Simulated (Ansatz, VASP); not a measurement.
## One calculation of ZnO, two programs

File INCAR:

```
SYSTEM = ZnO
PREC = Accurate
ENCUT = 520
EDIFF = 1E-6
ISMEAR = 0
SIGMA = 0.01
LREAL = .FALSE.
LASPH = .TRUE.
NELM = 60
ALGO = Normal
ISIF = 2
LWAVE = .FALSE.
LCHARG = .TRUE.
GGA = PE
LELF = .TRUE.
LVHAR = .TRUE.
NBANDS = 46
```

KPOINTS

```
Automatic mesh
0
G
  4 4 6
  0 0 0
```

POSCAR

```
ZnO
1.0
    5.4940751189      0.0000000000      0.0000000000
    0.0000000000      5.4940751189      0.0000000000
    0.0000000000      0.0000000000      3.2120322010
Zn O
4 4
Direct
    0.1816732156      0.1816732156      0.5000000000
    0.8183267844      0.8183267844      0.5000000000
    0.6816732156      0.3183267844      0.0000000000
    0.3183267844      0.6816732156      0.0000000000
    0.8184370494      0.1815629506      0.5000000000
    0.1815629506      0.8184370494      0.5000000000
    0.6815629506      0.6815629506      0.0000000000
    0.3184370494      0.3184370494      0.0000000000
```

Input for Ansatz:

```yaml
crystal:
  lattice:
    - [5.4940751189, 0.0, 0.0]
    - [0.0, 5.4940751189, 0.0]
    - [0.0, 0.0, 3.212032201]
  atoms:
    - { symbol: Zn, position: [0.1816732156, 0.1816732156, 0.5] }
    - { symbol: Zn, position: [0.8183267844, 0.8183267844, 0.5] }
    - { symbol: Zn, position: [0.6816732156, 0.3183267844, 0.0] }
    - { symbol: Zn, position: [0.3183267844, 0.6816732156, 0.0] }
    - { symbol: O, position: [0.8184370494, 0.1815629506, 0.5] }
    - { symbol: O, position: [0.1815629506, 0.8184370494, 0.5] }
    - { symbol: O, position: [0.6815629506, 0.6815629506, 0.0] }
    - { symbol: O, position: [0.3184370494, 0.3184370494, 0.0] }
kpoints:
  mp_grid: { grid: [4, 4, 6] }
hamiltonian:
  xc: pbe
scf:
  occupations: { method: fixed }
  n_extra_bands: 6
output:
  forces: true
  stress: true
  eigenvalues: true
```

Alike in both runs: task single point; functional PBE; k mesh 4 × 4 × 6; no spin polarisation.

|  | VASP | Ansatz |
| --- | --- | --- |
| version | VASP 6.6.1 | Ansatz 0.2.0 |
| potentials or method | VASP PAW PBE potentials, release 64 (Zn, O) | plane waves, PAW |
| plane-wave cutoff (eV) | 520 | 420 |
| occupations | gaussian, width 0.01 eV | fixed |
| valence electrons in the cell | 72 | 72 |

Ansatz gave:

* gap on the k mesh at the Fermi level (eV): 0.81
* pressure (GPa): 8.7
* largest component of the traceless stress (GPa): 0.95
* rms of the force components (eV/Å): 0.023

Problem. What did VASP give for the same quantities?

Solution. gap on the k mesh at the Fermi level (eV): 0.80; pressure (GPa): 9.9; largest component of the traceless stress (GPa): 1.16; rms of the force components (eV/Å): 0.022.

Atom by atom the forces differ by 0.002 eV/Å (rms over components).

Expect the measured gap to be larger: semilocal functionals such as PBE lack the derivative discontinuity.
